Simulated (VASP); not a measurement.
# GaAs (F-43m) in VASP: further runs, part 2 of 3

VASP 6.6.1.

## (3) Band structure, PBEsol, spin-orbit coupling, no magnetisation

INCAR

```
  PREC = Accurate
  ENCUT = 520
  EDIFF = 1E-6
  ISMEAR = 0
  SIGMA = 0.03
  LREAL = False
  LASPH = True
  NELM = 80
  ALGO = Fast
  ISIF = 2
  LWAVE = False
  LCHARG = False
  LNONCOLLINEAR = True
  MAGMOM = 0 0 0 0 0 0
  LORBIT = 11
  LSORBIT = True
  GGA_COMPAT = False
  GGA = PS
  NBANDS = 32
```

KPOINTS

```
Automatic mesh
0
Gamma
  6 6 6
```

POSCAR

```
GaAs                                    
1.0
    0.0000000000      2.8313993253      2.8313993253
    2.8313993253      0.0000000000      2.8313993253
    2.8313993253      2.8313993253      0.0000000000
  Ga              As            
     1     1
Direct
     0.0000000000000000    0.0000000000000000    0.0000000000000000
     0.2500000000000000    0.2500000000000000    0.2500000000000000
```

KPOINTS_OPT is that of step 2.

Potentials or basis: VASP PAW PBE potentials, release 64 (Ga_d, As).

Command:

```console
cat potpaw_PBE.64/Ga_d/POTCAR potpaw_PBE.64/As/POTCAR > POTCAR
mpirun -np 1 vasp_ncl > vasp.out
```

OUTCAR:

```text
PREC = Accurate
   ENCUT = 520
   EDIFF = 1E-6
   ISMEAR = 0
   LREAL = False
   LASPH = True
   NELM = 80
   ISIF = 2
   LNONCOLLINEAR = True
   LORBIT = 11
   LSORBIT = True
   GGA = PS

 ion  position               nearest neighbor table
   1  0.000  0.000  0.000-   2 2.45   2 2.45   2 2.45   2 2.45
   2  0.250  0.250  0.250-   1 2.45   1 2.45   1 2.45   1 2.45

  LATTYP: Found a face centered cubic cell.
 ALAT       =     5.6627986506

  Lattice vectors:

 A1 = (   0.0000000000,   2.8313993253,   2.8313993253)
 A2 = (   2.8313993253,   0.0000000000,   2.8313993253)
 A3 = (   2.8313993253,   2.8313993253,   0.0000000000)

Analysis of symmetry for initial positions (statically):
=====================================================================
 Subroutine PRICEL returns:
 Original cell was already a primitive cell.

 Routine SETGRP: Setting up the symmetry group for a
 face centered cubic supercell.

 Subroutine GETGRP returns: Found 24 space group operations
 (whereof 24 operations were pure point group operations)
 out of a pool of 48 trial point group operations.

The static configuration has the point symmetry T_d .

Analysis of symmetry for dynamics (positions and initial velocities):
=====================================================================
 Subroutine PRICEL returns:
 Original cell was already a primitive cell.

 Routine SETGRP: Setting up the symmetry group for a
 face centered cubic supercell.

 Subroutine GETGRP returns: Found 24 space group operations
 (whereof 24 operations were pure point group operations)
 out of a pool of 48 trial point group operations.

The dynamic configuration has the point symmetry T_d .

Analysis of structural, dynamic, and magnetic symmetry:
=====================================================================
 Subroutine PRICEL returns:
 Original cell was already a primitive cell.

 Routine SETGRP: Setting up the symmetry group for a
 face centered cubic supercell.

 Subroutine GETGRP returns: Found 24 space group operations
 (whereof 24 operations were pure point group operations)
 out of a pool of 48 trial point group operations.

The overall configuration has the point symmetry T_d .

 Subroutine INISYM returns: Found 24 space group operations
 (whereof 24 operations are pure point group operations),
 and found     1 'primitive' translations

----------------------------------------------------------------------------------------

                                     Primitive cell

  volume of cell :      45.3976

  direct lattice vectors                    reciprocal lattice vectors
     0.000000000  2.831399325  2.831399325    -0.176591128  0.176591128  0.176591128
     2.831399325  0.000000000  2.831399325     0.176591128 -0.176591128  0.176591128
     2.831399325  2.831399325  0.000000000     0.176591128  0.176591128 -0.176591128

  length of vectors
     4.004203326  4.004203326  4.004203326     0.305864805  0.305864805  0.305864805

  position of ions in fractional coordinates (direct lattice)
[... 126 lines left out ...]
  free energy    TOTEN  =        -9.08399217 eV

  energy without entropy =       -9.08399217  energy(sigma->0) =       -9.08399217

 E-fermi :   4.0286     XC(G=0):  -9.7472

 val. band max:        3.8778965859   @ k =   0.0000   0.0000   0.0000
 cond. band min:       4.1863329656   @ k =   0.0000   0.0000   0.0000
 fundamental gap:      0.3084363797
 Fermi energy:         4.0286271528

 k-point     1 :       0.0000    0.0000    0.0000
  band No.  band energies     occupation
      1     -11.2542      1.00000
      2     -11.2542      1.00000
      3     -11.2542      1.00000
      4     -11.2542      1.00000
      5     -10.8298      1.00000
      6     -10.8298      1.00000
[... 715 lines left out ...]
     29      15.8489      0.00000
     30      15.9608      0.00000
 [bands above 30 left out]

------------------------ aborting loop because EDIFF is reached ----------------------------------------

  FORCE on cell =-STRESS in cart. coord.  units (eV):
  Direction    XX          YY          ZZ          XY          YZ          ZX
  --------------------------------------------------------------------------------------
  -------------------------------------------------------------------------------------
  Total       -0.0214965     -0.0214965     -0.0214965     -0.0000000      0.0000000      0.0000000
  in kB       -0.7586551     -0.7586551     -0.7586551     -0.0000000      0.0000000      0.0000000
  external PRESSURE =      -0.7586551 kB  Pullay stress =       0.0000000 kB

 VOLUME and BASIS-vectors are now :
 -----------------------------------------------------------------------------
  energy-cutoff  :      520.00
  volume of cell :       45.40
      direct lattice vectors                 reciprocal lattice vectors
     0.000000000  2.831399325  2.831399325    -0.176591128  0.176591128  0.176591128
     2.831399325  0.000000000  2.831399325     0.176591128 -0.176591128  0.176591128
     2.831399325  2.831399325  0.000000000     0.176591128  0.176591128 -0.176591128

 POSITION                                       TOTAL-FORCE (eV/Angst)
 -----------------------------------------------------------------------------------
      0.00000      0.00000      0.00000         0.000000     -0.000000      0.000000
      1.41570      1.41570      1.41570        -0.000000      0.000000     -0.000000
 -----------------------------------------------------------------------------------
    total drift:                                0.000000      0.000000      0.000000

  FREE ENERGIE OF THE ION-ELECTRON SYSTEM (eV)
  ---------------------------------------------------
  free  energy   TOTEN  =        -9.0839921704 eV

  energy  without entropy=       -9.0839921704  energy(sigma->0) =       -9.08399217

 Spin-Orbit-Coupling matrix elements

 Ion:    1  E_soc:     -0.0119309
 l=   1
     0.0000000    -0.0011513    -0.0011513
    -0.0011513     0.0000000    -0.0011513
    -0.0011513    -0.0011513     0.0000000
 l=   2
     0.0000000    -0.0001670     0.0000000    -0.0001670    -0.0006702
    -0.0001670     0.0000000    -0.0005026    -0.0001670    -0.0001675
     0.0000000    -0.0005026     0.0000000    -0.0005026     0.0000000
    -0.0001670    -0.0001670    -0.0005026     0.0000000    -0.0001675
    -0.0006702    -0.0001675     0.0000000    -0.0001675     0.0000000
 l=   3
     0.0000000     0.0000000     0.0000000     0.0000000     0.0000000     0.0000000     0.0000000
     0.0000000     0.0000000     0.0000000     0.0000000     0.0000000     0.0000000     0.0000000
     0.0000000     0.0000000     0.0000000     0.0000000     0.0000000     0.0000000     0.0000000
     0.0000000     0.0000000     0.0000000     0.0000000     0.0000000     0.0000000     0.0000000
     0.0000000     0.0000000     0.0000000     0.0000000     0.0000000     0.0000000     0.0000000
     0.0000000     0.0000000     0.0000000     0.0000000     0.0000000     0.0000000     0.0000000
     0.0000000     0.0000000     0.0000000     0.0000000     0.0000000     0.0000000     0.0000000

 Ion:    2  E_soc:     -0.0239916
 l=   1
     0.0000000    -0.0039910    -0.0039910
    -0.0039910     0.0000000    -0.0039910
    -0.0039910    -0.0039910     0.0000000
 l=   2
     0.0000000    -0.0000038     0.0000000    -0.0000038    -0.0000038
    -0.0000038     0.0000000    -0.0000029    -0.0000038    -0.0000010
     0.0000000    -0.0000029     0.0000000    -0.0000029     0.0000000
    -0.0000038    -0.0000038    -0.0000029     0.0000000    -0.0000010
    -0.0000038    -0.0000010     0.0000000    -0.0000010     0.0000000
 l=   3
     0.0000000     0.0000000     0.0000000     0.0000000     0.0000000     0.0000000     0.0000000
     0.0000000     0.0000000     0.0000000     0.0000000     0.0000000     0.0000000     0.0000000
     0.0000000     0.0000000     0.0000000     0.0000000     0.0000000     0.0000000     0.0000000
     0.0000000     0.0000000     0.0000000     0.0000000     0.0000000     0.0000000     0.0000000
     0.0000000     0.0000000     0.0000000     0.0000000     0.0000000     0.0000000     0.0000000
     0.0000000     0.0000000     0.0000000     0.0000000     0.0000000     0.0000000     0.0000000
     0.0000000     0.0000000     0.0000000     0.0000000     0.0000000     0.0000000     0.0000000

 total charge

# of ion       s       p       d       tot
------------------------------------------
    1        0.879   0.801   9.994  11.674
    2        1.209   1.593   0.031   2.832
--------------------------------------------------
tot          2.088   2.393  10.025  14.506

 magnetization (x)

# of ion       s       p       d       tot
------------------------------------------
    1        0.000   0.000  -0.000   0.000
    2        0.000  -0.000  -0.000  -0.000
--------------------------------------------------
tot          0.000  -0.000  -0.000   0.000

 magnetization (y)

# of ion       s       p       d       tot
------------------------------------------
    1        0.000   0.000   0.000   0.000
    2        0.000   0.000   0.000   0.000
--------------------------------------------------
tot          0.000   0.000   0.000   0.000

 magnetization (z)

# of ion       s       p       d       tot
------------------------------------------
    1        0.000   0.000   0.000   0.000
    2        0.000  -0.000  -0.000  -0.000
--------------------------------------------------
tot          0.000  -0.000   0.000   0.000
```

Run time: 4.3 min. Hardware: 1 thread of Intel Xeon Platinum 8488C (Sapphire Rapids), shared host; peak memory 0.32 GiB.

Results:

- Free energy: -9.0840 eV
- Pressure: -0.1 GPa
- Valence electrons inside the program's atomic spheres: Ga 11.67; As 2.83

Caveat: the PAW data sets were made with another functional, which shifts forces and pressure a little.

## (4) Band structure, r2SCAN

INCAR

```
  PREC = Accurate
  ENCUT = 520
  EDIFF = 1E-6
  ISMEAR = 0
  SIGMA = 0.03
  LREAL = False
  LASPH = True
  NELM = 80
  ALGO = Normal
  ISIF = 2
  LWAVE = False
  LCHARG = False
  METAGGA = R2SCAN
  LMIXTAU = True
  NBANDS = 16
```

KPOINTS

```
Automatic mesh
0
Gamma
  10 10 10
```

POSCAR is that of step 3.

KPOINTS_OPT is that of step 3.

Command:

```console
cat potpaw_PBE.64/Ga_d/POTCAR potpaw_PBE.64/As/POTCAR > POTCAR
mpirun -np 1 vasp_std > vasp.out
```

It took 4.1 min on 1 thread of Intel Xeon Platinum 8488C (Sapphire Rapids), shared host; peak memory 0.2 GiB.

The run converged. Its results:

```
Free energy             : -27.0561 eV
Pressure                : 0.3 GPa
Band gap on the k mesh  : 0.96 eV, direct
Band gap along the path : 0.96 eV, direct
```

Levels at the corners of the path, in eV from the valence-band top:
| point | band 6 | band 7 | band 8 | band 9 | band 10 | band 11 | band 12 | band 13 |
| --- | --- | --- | --- | --- | --- | --- | --- | --- |
| Γ | -13.17 | 0.00 | 0.00 | 0.00 | 0.96 | 4.04 | 4.04 | 4.04 |
| X | -10.57 | -6.97 | -2.76 | -2.76 | 1.77 | 1.95 | 10.82 | 10.82 |
| X | -10.57 | -6.97 | -2.76 | -2.76 | 1.77 | 1.95 | 10.82 | 10.82 |
| W | -10.51 | -6.78 | -3.62 | -3.41 | 5.00 | 5.06 | 5.89 | 6.48 |
| W | -10.51 | -6.78 | -3.62 | -3.41 | 5.00 | 5.06 | 5.89 | 6.48 |
| K | -10.61 | -6.77 | -3.94 | -2.32 | 2.27 | 5.01 | 8.51 | 8.57 |
| K | -10.61 | -6.77 | -3.94 | -2.32 | 2.27 | 5.01 | 8.51 | 8.57 |
| Γ | -13.17 | 0.00 | 0.00 | 0.00 | 0.96 | 4.04 | 4.04 | 4.04 |
| Γ | -13.17 | 0.00 | 0.00 | 0.00 | 0.96 | 4.04 | 4.04 | 4.04 |
| L | -11.34 | -6.79 | -1.18 | -1.18 | 1.35 | 4.99 | 4.99 | 8.29 |
| L | -11.34 | -6.79 | -1.18 | -1.18 | 1.35 | 4.99 | 4.99 | 8.29 |
| U | -10.61 | -6.77 | -3.94 | -2.32 | 2.27 | 5.01 | 8.51 | 8.57 |
| U | -10.61 | -6.77 | -3.94 | -2.32 | 2.27 | 5.01 | 8.51 | 8.57 |
| W | -10.51 | -6.78 | -3.62 | -3.41 | 5.00 | 5.06 | 5.89 | 6.48 |
| W | -10.51 | -6.78 | -3.62 | -3.41 | 5.00 | 5.06 | 5.89 | 6.48 |
| L | -11.34 | -6.79 | -1.18 | -1.18 | 1.35 | 4.99 | 4.99 | 8.29 |
| L | -11.34 | -6.79 | -1.18 | -1.18 | 1.35 | 4.99 | 4.99 | 8.29 |
| K | -10.61 | -6.77 | -3.94 | -2.32 | 2.27 | 5.01 | 8.51 | 8.57 |
| U | -10.61 | -6.77 | -3.94 | -2.32 | 2.27 | 5.01 | 8.51 | 8.57 |
| X | -10.57 | -6.97 | -2.76 | -2.76 | 1.77 | 1.95 | 10.82 | 10.82 |

Caveat: the PAW data sets were made with another functional, which shifts forces and pressure a little.

## (5) Band structure, TB-mBJ

POSCAR is that of step 4.

INCAR.step1

```
  PREC = Accurate
  ENCUT = 520
  EDIFF = 1E-5
  ISMEAR = 0
  SIGMA = 0.03
  LREAL = False
  LASPH = True
  NELM = 80
  ALGO = Normal
  ISIF = 2
  LWAVE = True
  LCHARG = False
  NBANDS = 16
  GGA = PE
```

INCAR.step2

```
  PREC = Accurate
  ENCUT = 520
  EDIFF = 1E-6
  ISMEAR = 0
  SIGMA = 0.03
  LREAL = False
  LASPH = True
  NELM = 80
  ALGO = Normal
  ISIF = 2
  LWAVE = False
  LCHARG = False
  METAGGA = MBJ
  NBANDS = 16
  ISTART = 1
```

KPOINTS is that of step 4.

KPOINTS_OPT is that of step 4.

Potentials or basis: VASP PAW PBE potentials, release 64 (Ga_d, As).

Command:

```console
cat potpaw_PBE.64/Ga_d/POTCAR potpaw_PBE.64/As/POTCAR > POTCAR
cp INCAR.step1 INCAR
mpirun -np 1 vasp_std > vasp.out
cp INCAR.step2 INCAR
mpirun -np 1 vasp_std > vasp.out
```

OUTCAR:

```text
PREC = Accurate
   ENCUT = 520
   EDIFF = 1E-6
   ISMEAR = 0
   LREAL = False
   LASPH = True
   NELM = 80
   ISIF = 2
   METAGGA = MBJ
   ISTART = 1

 ion  position               nearest neighbor table
   1  0.000  0.000  0.000-   2 2.45   2 2.45   2 2.45   2 2.45
   2  0.250  0.250  0.250-   1 2.45   1 2.45   1 2.45   1 2.45

  LATTYP: Found a face centered cubic cell.
 ALAT       =     5.6627986506

  Lattice vectors:

 A1 = (   0.0000000000,   2.8313993253,   2.8313993253)
[... 643 lines left out ...]

------------------------ aborting loop because EDIFF is reached ----------------------------------------

  FORCE on cell =-STRESS in cart. coord.  units (eV):
  Direction    XX          YY          ZZ          XY          YZ          ZX
  --------------------------------------------------------------------------------------
  -------------------------------------------------------------------------------------
  Total      -86.5954423    -86.5954423    -86.5954423      0.0000000      0.0000000      0.0000000
  in kB    -3056.1329873  -3056.1329873  -3056.1329873      0.0000000      0.0000000      0.0000000
  external PRESSURE =   -3056.1329873 kB  Pullay stress =       0.0000000 kB

 VOLUME and BASIS-vectors are now :
 -----------------------------------------------------------------------------
  energy-cutoff  :      520.00
  volume of cell :       45.40
      direct lattice vectors                 reciprocal lattice vectors
     0.000000000  2.831399325  2.831399325    -0.176591128  0.176591128  0.176591128
     2.831399325  0.000000000  2.831399325     0.176591128 -0.176591128  0.176591128
     2.831399325  2.831399325  0.000000000     0.176591128  0.176591128 -0.176591128

 POSITION                                       TOTAL-FORCE (eV/Angst)
 -----------------------------------------------------------------------------------
      0.00000      0.00000      0.00000         0.000000     -0.000000      0.000000
      1.41570      1.41570      1.41570        -0.000000      0.000000     -0.000000
 -----------------------------------------------------------------------------------
    total drift:                                0.000127      0.000127      0.000127

  FREE ENERGIE OF THE ION-ELECTRON SYSTEM (eV)
  ---------------------------------------------------
  free  energy   TOTEN  =       220.5009804013 eV

  energy  without entropy=      220.5009804013  energy(sigma->0) =      220.50098040
```

Run time: 2.8 min. Hardware: 1 thread of Intel Xeon Platinum 8488C (Sapphire Rapids), shared host; peak memory 0.21 GiB.

Results:

```
Band gap on the k mesh  : 1.55 eV, direct
Band gap along the path : 1.55 eV, direct
```

Levels at the corners of the path, in eV from the valence-band top:
| point | band 6 | band 7 | band 8 | band 9 | band 10 | band 11 | band 12 | band 13 |
| --- | --- | --- | --- | --- | --- | --- | --- | --- |
| Γ | -12.41 | 0.00 | 0.00 | 0.00 | 1.55 | 4.20 | 4.20 | 4.20 |
| X | -9.99 | -6.40 | -2.52 | -2.52 | 2.13 | 2.28 | 10.89 | 10.89 |
| X | -9.99 | -6.40 | -2.52 | -2.52 | 2.13 | 2.28 | 10.89 | 10.89 |
| W | -9.94 | -6.21 | -3.30 | -3.09 | 5.13 | 5.17 | 6.07 | 6.53 |
| W | -9.94 | -6.21 | -3.30 | -3.09 | 5.13 | 5.17 | 6.07 | 6.53 |
| K | -10.03 | -6.21 | -3.59 | -2.12 | 2.60 | 5.15 | 8.53 | 8.60 |
| K | -10.03 | -6.21 | -3.59 | -2.12 | 2.60 | 5.15 | 8.53 | 8.60 |
| Γ | -12.41 | 0.00 | 0.00 | 0.00 | 1.55 | 4.20 | 4.20 | 4.20 |
| Γ | -12.41 | 0.00 | 0.00 | 0.00 | 1.55 | 4.20 | 4.20 | 4.20 |
| L | -10.71 | -6.24 | -1.07 | -1.07 | 1.78 | 5.07 | 5.07 | 8.62 |
| L | -10.71 | -6.24 | -1.07 | -1.07 | 1.78 | 5.07 | 5.07 | 8.62 |
| U | -10.03 | -6.21 | -3.59 | -2.12 | 2.60 | 5.15 | 8.53 | 8.60 |
| U | -10.03 | -6.21 | -3.59 | -2.12 | 2.60 | 5.15 | 8.53 | 8.60 |
| W | -9.94 | -6.21 | -3.30 | -3.09 | 5.13 | 5.17 | 6.07 | 6.53 |
| W | -9.94 | -6.21 | -3.30 | -3.09 | 5.13 | 5.17 | 6.07 | 6.53 |
| L | -10.71 | -6.24 | -1.07 | -1.07 | 1.78 | 5.07 | 5.07 | 8.62 |
| L | -10.71 | -6.24 | -1.07 | -1.07 | 1.78 | 5.07 | 5.07 | 8.62 |
| K | -10.03 | -6.21 | -3.59 | -2.12 | 2.60 | 5.15 | 8.53 | 8.60 |
| U | -10.03 | -6.21 | -3.59 | -2.12 | 2.60 | 5.15 | 8.53 | 8.60 |
| X | -9.99 | -6.40 | -2.52 | -2.52 | 2.13 | 2.28 | 10.89 | 10.89 |

Caveat: the PAW data sets were made with another functional, which shifts forces and pressure a little.

(Continued in part 3 of 3.)
